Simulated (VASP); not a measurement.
# Ta2H (C222) in VASP: notebook

The runs below take Ta2H through single point, with PBEsol, r2SCAN.

Everything below comes from runs of VASP 6.6.1. Logs are shortened: lines on timing, memory, paths and dates and some standing lists are left out, and cuts for length are marked.

## (1) The structure

It takes space group C222 (No. 21, orthorhombic). Conventional cell: a = 3.377 Å, b = 4.732 Å, c = 4.762 Å, α = 90.00°, β = 90.00°, γ = 90.00°. Ta (site symmetry 2) has 2 H at 1.92 Å as nearest neighbours. H (site symmetry 222) has 4 Ta at 1.92 Å as nearest neighbours.

The cell comes from a database or a generator and needn't be the stable form of this composition.

## (2) Single point, PBEsol

INCAR reads:

```
PREC = Accurate
ENCUT = 700
EDIFF = 1E-6
ISMEAR = 0
SIGMA = 0.1
LREAL = False
LASPH = True
NELM = 100
ALGO = Normal
ISIF = 2
LWAVE = False
LCHARG = True
GGA = PS
LELF = True
LVHAR = True
NBANDS = 18
```

KPOINTS reads:

```
Automatic mesh
0
Gamma
  16 16 10
```

POSCAR reads:

```
Ta2H
1.0
    1.6883400000     -2.3657800000      0.0000000000
    1.6883400000      2.3657800000      0.0000000000
    0.0000000000      0.0000000000      4.7617500000
Ta H
2 1
Direct
    1.0000000000      0.5000000000      0.2644300000
    0.5000000000      0.0000000000      0.7355700000
    0.0000000000      0.0000000000      1.0000000000
```

Potentials or basis: VASP PAW PBE potentials, release 64 (Ta_pv, H).

Launch:

```sh
cat potpaw_PBE.64/Ta_pv/POTCAR potpaw_PBE.64/H/POTCAR > POTCAR
mpirun -np 1 vasp_std > vasp.out
```

OUTCAR:

```text
PREC = Accurate
   ENCUT = 700
   EDIFF = 1E-6
   ISMEAR = 0
   LREAL = False
   LASPH = True
   NELM = 100
   ISIF = 2
   GGA = PS

 ion  position               nearest neighbor table
   1  0.000  0.500  0.264-   3 1.92   3 1.92   2 2.81   2 2.81   2 3.03   2 3.03   2 3.26   2 3.26
                             2 3.46   2 3.46
   2  0.500  0.000  0.736-   3 1.92   3 1.92   1 2.81   1 2.81   1 3.03   1 3.03   1 3.26   1 3.26
                             1 3.46   1 3.46
   3  0.000  0.000  0.000-   1 1.92   2 1.92   1 1.92   2 1.92

  LATTYP: Found a base centered orthorhombic cell.
 ALAT       =     3.3766800000
 B/A-ratio  =     1.4012461945
 C/A-ratio  =     1.4101869292

  Lattice vectors:

 A1 = (   1.6883400000,  -2.3657800000,   0.0000000000)
 A2 = (   1.6883400000,   2.3657800000,   0.0000000000)
 A3 = (   0.0000000000,   0.0000000000,   4.7617500000)

Analysis of symmetry for initial positions (statically):
=====================================================================
 Subroutine PRICEL returns:
 Original cell was already a primitive cell.

 Routine SETGRP: Setting up the symmetry group for a
 base centered orthorhombic supercell.

 Subroutine GETGRP returns: Found  4 space group operations
 (whereof  4 operations were pure point group operations)
 out of a pool of  8 trial point group operations.

The static configuration has the point symmetry D_2 .

Analysis of symmetry for dynamics (positions and initial velocities):
=====================================================================
 Subroutine PRICEL returns:
 Original cell was already a primitive cell.

 Routine SETGRP: Setting up the symmetry group for a
 base centered orthorhombic supercell.

 Subroutine GETGRP returns: Found  4 space group operations
 (whereof  4 operations were pure point group operations)
 out of a pool of  8 trial point group operations.

The dynamic configuration has the point symmetry D_2 .

 Subroutine INISYM returns: Found  4 space group operations
 (whereof  4 operations are pure point group operations),
 and found     1 'primitive' translations

----------------------------------------------------------------------------------------

                                     Primitive cell

  volume of cell :      38.0392

  direct lattice vectors                    reciprocal lattice vectors
     1.688340000 -2.365780000  0.000000000     0.296148880 -0.211346786  0.000000000
     1.688340000  2.365780000  0.000000000     0.296148880  0.211346786  0.000000000
     0.000000000  0.000000000  4.761750000     0.000000000  0.000000000  0.210006825

  length of vectors
     2.906442321  2.906442321  4.761750000     0.363829113  0.363829113  0.210006825

  position of ions in fractional coordinates (direct lattice)
     1.000000000  0.500000000  0.264430000
     0.500000000  1.000000000  0.735570000
     0.000000000  0.000000000  0.000000000

  ion indices of the primitive-cell ions
   primitive index   ion index
                 1           1
                 2           2
                 3           3

----------------------------------------------------------------------------------------

 KPOINTS: Automatic mesh

Automatic generation of k-mesh.
 Grid dimensions read from file:
 generate k-points for:   16   16   10

 Generating k-lattice:

  Cartesian coordinates                     Fractional coordinates (reciprocal lattice)
     0.018509305 -0.013209174  0.000000000     0.062500000 -0.000000000  0.000000000
     0.018509305  0.013209174  0.000000000    -0.000000000  0.062500000  0.000000000
     0.000000000  0.000000000  0.021000683     0.000000000  0.000000000  0.100000000

  Length of vectors
     0.022739320  0.022739320  0.021000683

  Shift w.r.t. Gamma in fractional coordinates (k-lattice)
     0.000000000  0.000000000  0.000000000

 Subroutine IBZKPT returns following result:
 ===========================================

 Found    438 irreducible k-points:

 Following reciprocal coordinates:
            Coordinates               Weight
  0.000000  0.000000  0.000000      1.000000
  0.062500 -0.000000  0.000000      4.000000
  0.125000 -0.000000  0.000000      4.000000
  0.187500 -0.000000  0.000000      4.000000
  0.250000 -0.000000  0.000000      4.000000
  0.312500 -0.000000  0.000000      4.000000
[... 16 lines left out ...]
 -0.125000  0.062500  0.000000      4.000000
 -0.062500  0.062500  0.000000      2.000000
 [... further k-points ...]
   k-points           NKPTS =    438   k-points in BZ     NKDIM =    438   number of bands    NBANDS=     18
   number of dos      NEDOS =    301   number of ions     NIONS =      3
   total plane-waves  NPLWV =  32928
   dimension x,y,z NGX =    28 NGY =   28 NGZ =   42
   dimension x,y,z NGXF=    56 NGYF=   56 NGZF=   84
   ions per type =               2   1
   NGX,Y,Z   is equivalent  to a cutoff of  16.02, 16.02, 14.66 a.u.
   NGXF,Y,Z  is equivalent  to a cutoff of  32.03, 32.03, 29.33 a.u.
 SYSTEM =  unknown system
   PREC   = accura    normal or accurate (medium, high low for compatibility)
   ISTART =      0    job   : 0-new  1-cont  2-samecut
   ICHARG =      2    charge: 1-file 2-atom 10-const
   ISPIN  =      1    spin polarized calculation?
   LNONCOLLINEAR =      F non collinear calculations
   LSORBIT =      F    spin-orbit coupling
   LASPH  =      T    aspherical Exc in radial PAW
   ENCUT  =  700.0 eV  51.45 Ry    7.17 a.u.   6.27  6.27 10.27*2*pi/ulx,y,z
   NELM   =    100;   NELMIN=  2; NELMDL= -5     # of ELM steps
   EDIFF  = 0.1E-05   stopping-criterion for ELM
   LREAL  =      F    real-space projection
   EDIFFG = 0.1E-04   stopping-criterion for IOM
   NSW    =      0    number of steps for IOM
   IBRION =     -1    ionic relax: 0-MD 1-quasi-New 2-CG
   NFREE  =      0    steps in history (QN), initial steepest desc. (CG)
   ISIF   =      2    stress and relaxation
   ISYM   =      2    0-nonsym 1-usesym 2-fastsym
   POTIM  = 0.5000    time-step for ionic-motion
   TEBEG  =    0.0;   TEEND  =   0.0 temperature during run
   PSTRESS=    0.0 pullay stress
   NELECT =      23.0000    total number of electrons
   NUPDOWN=      -1.0000    fix difference up-down
   EMIN   =  10.00;   EMAX   =-10.00  energy-range for DOS
   EFERMI =   0.00;   METHOD = LEGACY
   ISMEAR =     0;   SIGMA  =   0.10  broadening in eV -4-tet -1-fermi 0-gaus
   EFERMI_NEDOS =   21; number of points for ismear=-14 and -15
   IALGO  =     38    algorithm
   IMIX   =      4    mixing-type and parameters
     AMIX     =   0.40;   BMIX     =  1.00
     AMIX_MAG =   1.60;   BMIX_MAG =  1.00
  volume/ion in A,a.u.               =      12.68        85.57
  Fermi-wavevector in a.u.,A,eV,Ry     =   1.384333  2.616010 26.073894  1.916377
  Thomas-Fermi vector in A             =   2.508847
   LORBIT       =      0    0 simple, 1 ext, 2 COOP (PROOUT), +10 PAW based schemes
   GGA     = PS    functional components
   LHFCALC =     F    Hartree Fock is set to
   AEXX    =    0.0000 exact exchange contribution
   IVDW    =     0    specifies the selected vdW correction
   LEPSILON=     F    determine dielectric tensor
   LRPA    =     F    only Hartree local field effects (RPA)
 non-spin polarized calculation
 Gauss-broadening in eV      SIGMA  =   0.10
  energy-cutoff  :      700.00
  volume of cell :       38.04
 maximum number of plane-waves:      1620
 NGX is ok and might be reduce to    28
   NGX = 13   NGY = 13   NGZ = 21

 number of electron      23.0000000 magnetization

 Free energy of the ion-electron system (eV)
  ---------------------------------------------------
  ext. energy  EPLUGINS =         0.00000000
  ---------------------------------------------------
  free energy    TOTEN  =       -28.96659676 eV

  energy without entropy =      -28.95971328  energy(sigma->0) =      -28.96315502

 E-fermi :   5.4287     XC(G=0): -12.7042

 val. band max:        5.4274044957   @ k =  -0.1875   0.0625   0.2000
 cond. band min:       5.4288380021   @ k =  -0.2500   0.1875   0.4000
 fundamental gap:      0.0014335064
 Fermi energy:         5.4286819131

 k-point     1 :       0.0000    0.0000    0.0000
  band No.  band energies     occupation
      1     -28.9871      2.00000
      2     -28.2396      2.00000
      3     -27.9318      2.00000
      4     -27.9301      2.00000
      5     -27.9042      2.00000
      6     -27.8688      2.00000
[... 10 lines left out ...]
     17       9.6775      0.00000
     18      12.5157      0.00000

 k-point     2 :       0.0625   -0.0000    0.0000
  band No.  band energies     occupation
      1     -28.9743      2.00000
      2     -28.2528      2.00000
      3     -27.9499      2.00000
      4     -27.9365      2.00000
      5     -27.9233      2.00000
      6     -27.8811      2.00000
[... 10 lines left out ...]
     17       9.7983      0.00000
     18      12.5529      0.00000

 k-point     3 :       0.1250   -0.0000    0.0000
  band No.  band energies     occupation
      1     -28.9371      2.00000
      2     -28.2972      2.00000
      3     -28.0225      2.00000
      4     -27.9747      2.00000
      5     -27.9505      2.00000
      6     -27.8951      2.00000
[... 10 lines left out ...]
     17       9.9706      0.00000
     18      12.7456      0.00000

 k-point     4 :       0.1875   -0.0000    0.0000
  band No.  band energies     occupation
      1     -28.8780      2.00000
      2     -28.3796      2.00000
      3     -28.1524      2.00000
      4     -28.0152      2.00000
      5     -27.9777      2.00000
      6     -27.9076      2.00000
[... 10 lines left out ...]
     17       9.9826      0.00000
     18      13.1322      0.00000

 k-point     5 :       0.2500   -0.0000    0.0000
  band No.  band energies     occupation
      1     -28.8022      2.00000
      2     -28.4922      2.00000
      3     -28.3038      2.00000
      4     -28.0553      2.00000
      5     -28.0048      2.00000
      6     -27.9214      2.00000
[... 10 lines left out ...]
     17       9.8114      0.00000
     18      13.0757      0.00000

 k-point     6 :       0.3125   -0.0000    0.0000
  band No.  band energies     occupation
      1     -28.7208      2.00000
      2     -28.6115      2.00000
      3     -28.4448      2.00000
      4     -28.1098      2.00000
      5     -28.0192      2.00000
      6     -27.9362      2.00000
[... 10 lines left out ...]
     17       9.6250      0.00000
     18      12.6715      0.00000

 k-point     7 :       0.3750   -0.0000    0.0000
  band No.  band energies     occupation
      1     -28.7189      2.00000
      2     -28.6715      2.00000
      3     -28.5152      2.00000
      4     -28.1813      2.00000
      5     -28.0225      2.00000
      6     -27.9505      2.00000
[... 10 lines left out ...]
     17      10.1314      0.00000
     18      12.8942      0.00000

 k-point     8 :       0.4375   -0.0000    0.0000
  band No.  band energies     occupation
      1     -28.7867      2.00000
      2     -28.7106      2.00000
      3     -28.4572      2.00000
      4     -28.2657      2.00000
      5     -28.0209      2.00000
      6     -27.9618      2.00000
[... 10 lines left out ...]
     17      11.4868      0.00000
     18      13.7839      0.00000
[... 229 lines left out ...]
     17      10.1572      0.00000
     18      13.0063      0.00000

 k-point    20 :      -0.3125    0.0625    0.0000
  band No.  band energies     occupation
      1     -28.7594      2.00000
      2     -28.5973      2.00000
      3     -28.4405      2.00000
      4     -28.0711      2.00000
      5     -28.0191      2.00000
      6     -27.9413      2.00000
[... 10 lines left out ...]
     17       9.6508      0.00000
     18      13.0039      0.00000

 k-point    21 :      -0.2500    0.0625    0.0000
  band No.  band energies     occupation
      1     -28.8366      2.00000
      2     -28.4760      2.00000
      3     -28.2964      2.00000
      4     -28.0461      2.00000
      5     -27.9857      2.00000
      6     -27.9248      2.00000
[... 10 lines left out ...]
     17      10.0819      0.00000
     18      13.3182      0.00000

 k-point    22 :      -0.1875    0.0625    0.0000
  band No.  band energies     occupation
      1     -28.9026      2.00000
      2     -28.3650      2.00000
      3     -28.1481      2.00000
      4     -28.0244      2.00000
      5     -27.9537      2.00000
      6     -27.9111      2.00000
[... 10 lines left out ...]
     17      10.3748      0.00000
     18      12.9017      0.00000

 k-point    23 :      -0.1250    0.0625    0.0000
  band No.  band energies     occupation
      1     -28.9499      2.00000
      2     -28.2896      2.00000
      3     -28.0240      2.00000
      4     -27.9915      2.00000
      5     -27.9339      2.00000
      6     -27.8990      2.00000
[... 10 lines left out ...]
     17      10.3659      0.00000
     18      12.5301      0.00000

 k-point    24 :      -0.0625    0.0625    0.0000
  band No.  band energies     occupation
      1     -28.9745      2.00000
      2     -28.2560      2.00000
      3     -27.9608      2.00000
      4     -27.9474      2.00000
      5     -27.9277      2.00000
      6     -27.8843      2.00000
[... 10 lines left out ...]
     17      10.0841      0.00000
     18      12.4751      0.00000

 [... further k-points ...]

------------------------ aborting loop because EDIFF is reached ----------------------------------------

  FORCE on cell =-STRESS in cart. coord.  units (eV):
  Direction    XX          YY          ZZ          XY          YZ          ZX
  --------------------------------------------------------------------------------------
  -------------------------------------------------------------------------------------
  Total       -0.0058612      0.0060810     -0.0083196      0.0000000      0.0000000      0.0000000
  in kB       -0.2468680      0.2561278     -0.3504126      0.0000000      0.0000000      0.0000000
  external PRESSURE =      -0.1137176 kB  Pullay stress =       0.0000000 kB

 VOLUME and BASIS-vectors are now :
 -----------------------------------------------------------------------------
  energy-cutoff  :      700.00
  volume of cell :       38.04
      direct lattice vectors                 reciprocal lattice vectors
     1.688340000 -2.365780000  0.000000000     0.296148880 -0.211346786  0.000000000
     1.688340000  2.365780000  0.000000000     0.296148880  0.211346786  0.000000000
     0.000000000  0.000000000  4.761750000     0.000000000  0.000000000  0.210006825

 POSITION                                       TOTAL-FORCE (eV/Angst)
 -----------------------------------------------------------------------------------
      0.84417      1.18289      1.25915         0.000000      0.000000      0.000921
      0.84417     -1.18289      3.50260        -0.000000      0.000000     -0.000921
      0.00000      0.00000      0.00000         0.000000      0.000000      0.000000
 -----------------------------------------------------------------------------------
    total drift:                                0.000000     -0.000000      0.000000

  FREE ENERGIE OF THE ION-ELECTRON SYSTEM (eV)
  ---------------------------------------------------
  free  energy   TOTEN  =       -28.9665967632 eV

  energy  without entropy=      -28.9597132830  energy(sigma->0) =      -28.96315502
```

Wall time 6.1 min (1 thread of Intel Xeon Platinum 8488C (Sapphire Rapids), shared host); peak memory 0.5 GiB.

What came out:

* Free energy: -28.9666 eV
* Pressure: 0.0 GPa
* Band gap on the k mesh: none (metal or under the smearing width)

Levels at points of the mesh, in eV from the Fermi level:
```
           k point  band 9  band 10  band 11  band 12  band 13  band 14  band 15  band 16
(0.00, 0.00, 0.00)   -3.03    -0.62     0.30     0.31     0.74     3.19     3.49     3.65
(0.50, 0.00, 0.00)   -2.70    -1.78    -0.80    -0.79     2.82     3.01     4.22     4.26
(0.50, 0.50, 0.00)   -3.89    -2.29    -0.07     3.34     3.83     6.07     6.18     6.19
(0.00, 0.00, 0.50)   -2.21    -1.13    -0.75     0.34     2.39     3.01     3.03     3.20
(0.50, 0.00, 0.50)   -1.84    -1.73    -0.41     1.02     3.15     3.25     4.32     4.32
(0.50, 0.50, 0.50)   -3.05    -2.11     0.36     0.41     0.75     1.57     6.09     6.55
```

Caveat: the PAW data sets were made with another functional, which shifts forces and pressure a little.

## (3) Single point, PBEsol

INCAR: that of step 2 with these lines changed.

```diff
@@ -1,3 +1,3 @@
 PREC = Accurate
-ENCUT = 700
+ENCUT = 520
 EDIFF = 1E-6
```

KPOINTS reads:

```
Automatic mesh
0
Gamma
  22 22 14
```

POSCAR is that of step 2.

Potentials or basis: VASP PAW PBE potentials, release 64 (Ta_pv, H).

Launch:

```sh
cat potpaw_PBE.64/Ta_pv/POTCAR potpaw_PBE.64/H/POTCAR > POTCAR
mpirun -np 1 vasp_std > vasp.out
```

It took 7.5 min on 1 thread of Intel Xeon Platinum 8488C (Sapphire Rapids), shared host; peak memory 0.7 GiB.

It converged, with:

```yaml
Free_energy: -28.9631 eV
Pressure: 0.0 GPa
Largest_force: 0.010 eV/Å
Band_gap_on_the_k_mesh: none (metal or under the smearing width)
```

Forces on the atoms (eV/Å):
```
Ta   0.000  0.000  0.010
Ta   0.000  0.000 -0.010
H    0.000  0.000  0.000
```

Stress tensor (GPa, compression positive):
```
 0.01  0.00  0.00
 0.00  0.10  0.00
 0.00  0.00 -0.19
```

Levels at points of the mesh, in eV from the Fermi level:
```csv
k point,band 10,band 11,band 12,band 13,band 14,band 15
"(0.00, 0.00, 0.00)",-0.62,0.31,0.32,0.75,3.19,3.49
"(0.50, 0.00, 0.00)",-1.78,-0.80,-0.79,2.82,3.01,4.22
"(0.50, 0.50, 0.00)",-2.29,-0.07,3.35,3.83,6.07,6.18
"(0.00, 0.00, 0.50)",-1.13,-0.75,0.34,2.39,3.02,3.03
"(0.50, 0.00, 0.50)",-1.73,-0.41,1.02,3.16,3.25,4.32
"(0.50, 0.50, 0.50)",-2.11,0.36,0.41,0.75,1.58,6.10
```

Caveat: the PAW data sets were made with another functional, which shifts forces and pressure a little.

[end of part 1 of 2]
